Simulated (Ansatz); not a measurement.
SnO:

```
Sn O
1.0
     3.81370    0.00000    0.00000
     0.00000    3.81370    0.00000
     0.00000    0.00000    4.88691
Sn O
2 2
Cartesian
  1.9068 0.0000 3.7367
  0.0000 1.9068 1.1503
  0.0000 0.0000 0.0000
  1.9068 1.9068 0.0000
```

The cell is a database's computed one.

```yaml
Program: Ansatz 0.2.0
Task: relaxation of cell and atoms
Functional: BLYP
Dispersion: D3(BJ)
Potentials_or_basis: Ansatz PAW
Cutoff: "420 eV (not typed: the program's choice for these potentials)"
k_mesh: 7 × 7 × 6
Occupations: fermi-dirac, width 0.05 eV
Spin: no spin polarisation
```

At the start: volume 17.77 Å³/atom.

Question: How do energy, volume and symmetry change on relaxing?

Answer: It ends after 8 steps and the volume is 18.04 Å³/atom (+1.5 %); space group P4/nmm (No. 129, to 0.05 Å).

The path:
```tsv
step	energy change (eV)	largest force (eV/Å)	volume (Å³)
1	0.0000	0.5820	71.08
2	-0.0254	0.3195	71.15
3	-0.0284	0.0170	72.60
4	-0.0301	0.0005	72.20
5	-0.0348	0.0018	72.20
6	-0.0350	0.0011	72.17
7	-0.0350	0.0000	72.17
8	-0.0352	0.0000	72.17
```

Final structure:
```xyz
4
Lattice="3.8732 0.0000 0.0000 0.0000 3.8732 0.0000 0.0000 0.0000 4.8108" Properties=species:S:1:pos:R:3 pbc="T T T"
Sn    1.9366    0.0000    3.6514
Sn    0.0000    1.9366    1.1594
O     0.0000    0.0000    0.0000
O     1.9366    1.9366    0.0000
```

Caveat: the plane-wave basis is chosen anew once the cell has moved, so the energies of steps on either side of that aren't comparable; the pressure holds a Pulay correction of +0.5 GPa for the finite cutoff; the PAW data sets come from PBE, with cores solved anew for the run's functional, which leaves a small shift of forces and pressure.
